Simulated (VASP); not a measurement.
A VASP calculation is set up with these files.

POSCAR:
```
CsCl
1
    4.2024000000     0.0000000000     0.0000000000
    0.0000000000     4.2024000000     0.0000000000
    0.0000000000     0.0000000000     4.2024000000
Cs Cl
1 1
Direct
  0.0000000000   0.0000000000   0.0000000000
  0.5000000000   0.5000000000   0.5000000000
```

### INCAR
```
SYSTEM = CsCl
PREC = Accurate
ENCUT = 400
EDIFF = 1E-6
NELM = 100
ALGO = Normal
LREAL = .FALSE.
LASPH = .TRUE.
ISMEAR = 0
SIGMA = 0.05
GGA = PE
LMAXMIX = 4
LWAVE = .FALSE.
LCHARG = .FALSE.
ISIF = 2
```

KPOINTS:
```
k-points along high-symmetry lines
6
Line-mode
Reciprocal
  0.000000   0.000000   0.000000 ! GAMMA
  0.000000   0.500000   0.000000 ! X

  0.000000   0.500000   0.000000 ! X
  0.500000   0.500000   0.000000 ! M

  0.500000   0.500000   0.000000 ! M
  0.000000   0.000000   0.000000 ! GAMMA

  0.000000   0.000000   0.000000 ! GAMMA
  0.500000   0.500000   0.500000 ! R

  0.500000   0.500000   0.500000 ! R
  0.000000   0.500000   0.000000 ! X

  0.500000   0.500000   0.500000 ! R
  0.500000   0.500000   0.000000 ! M
```

POTCAR, in this order: Cs_sv Cl (PBE.64 set). Program: vasp_std.

The resulting files:

standard output:
```
 POSCAR found type information on POSCAR CsCl
 POSCAR found :  2 types and       2 ions
 Reading from existing POTCAR
 Reading from existing POTCAR
 LDA part: xc-table for (Slater+PW92), standard interpolation
 POSCAR, INCAR and KPOINTS ok, starting setup
 WAVECAR not read
 entering main loop
       N       E                     dE             d eps       ncg     rms          rms(c)
DAV:   1     0.878209232425E+02    0.87821E+02   -0.60209E+03   864   0.936E+02
DAV:   2    -0.554409274534E+00   -0.88375E+02   -0.81986E+02  1344   0.176E+02
DAV:   3    -0.694105885540E+01   -0.63866E+01   -0.63634E+01  1060   0.535E+01
DAV:   4    -0.700782101887E+01   -0.66762E-01   -0.66741E-01  1028   0.679E+00
DAV:   5    -0.700878176218E+01   -0.96074E-03   -0.96064E-03  1076   0.796E-01    0.227E+00
DAV:   6    -0.662838095897E+01    0.38040E+00   -0.62427E-01   948   0.442E+00    0.172E+00
DAV:   7    -0.658030826254E+01    0.48073E-01   -0.18814E-01  1132   0.243E+00    0.106E+00
DAV:   8    -0.658097202593E+01   -0.66376E-03   -0.16716E-02   992   0.984E-01    0.155E-01
DAV:   9    -0.658141944799E+01   -0.44742E-03   -0.33785E-03  1100   0.358E-01    0.114E-01
DAV:  10    -0.658157588419E+01   -0.15644E-03   -0.36649E-04   984   0.154E-01    0.990E-03
DAV:  11    -0.658158628987E+01   -0.10406E-04   -0.19816E-05  1096   0.337E-02    0.539E-03
DAV:  12    -0.658158639429E+01   -0.10441E-06   -0.57480E-06   992   0.159E-02
   1 F= -.65815864E+01 E0= -.65815864E+01  d E =-.106885E-15
```

### OUTCAR
```
------------------------ aborting loop because EDIFF is reached ----------------------------------------
  FORCE on cell =-STRESS in cart. coord.  units (eV):
  Direction    XX          YY          ZZ          XY          YZ          ZX
  --------------------------------------------------------------------------------------
  Total       -0.1864208     -0.1864208     -0.1864208     -0.0000000      0.0000000     -0.0000000
  in kB       -4.0245085     -4.0245085     -4.0245085     -0.0000000      0.0000000     -0.0000000
  external PRESSURE =      -4.0245085 kB  Pullay stress =       0.0000000 kB
  volume of cell :       74.22
      direct lattice vectors                 reciprocal lattice vectors
     4.202400000  0.000000000  0.000000000     0.237959261  0.000000000  0.000000000
     0.000000000  4.202400000  0.000000000     0.000000000  0.237959261  0.000000000
     0.000000000  0.000000000  4.202400000     0.000000000  0.000000000  0.237959261
 POSITION                                       TOTAL-FORCE (eV/Angst)
 -----------------------------------------------------------------------------------
      0.00000      0.00000      0.00000         0.000000      0.000000      0.000000
      2.10120      2.10120      2.10120         0.000000      0.000000      0.000000
 -----------------------------------------------------------------------------------
    total drift:                                0.000000      0.000000      0.000000
  FREE ENERGIE OF THE ION-ELECTRON SYSTEM (eV)
  ---------------------------------------------------
  free  energy   TOTEN  =        -6.5815863943 eV

  energy  without entropy=       -6.5815863943  energy(sigma->0) =       -6.58158639
```
(Selected blocks of OUTCAR.)

The run ends quietly. Is anything wrong with it?

The cause: a line-mode KPOINTS file was used for a self-consistent run. The run ends without an error. Against the sound run, the energy per atom (σ→0) drops by 0.020 eV/atom; the pressure decreases by 0.45 GPa. To mend it, correct KPOINTS.
File KPOINTS:
```
Automatic mesh
0
Gamma
5 5 5
0 0 0
```
The mended run (PBE GGA, plane waves, VASP's PBE PAW potentials (set 64)) converges, and its OSZICAR ends with
```
   1 F= -.65411052E+01 E0= -.65411052E+01  d E =-.165424E-12
```

The compound is CsCl in the CsCl type structure. The cell was not relaxed at this level.
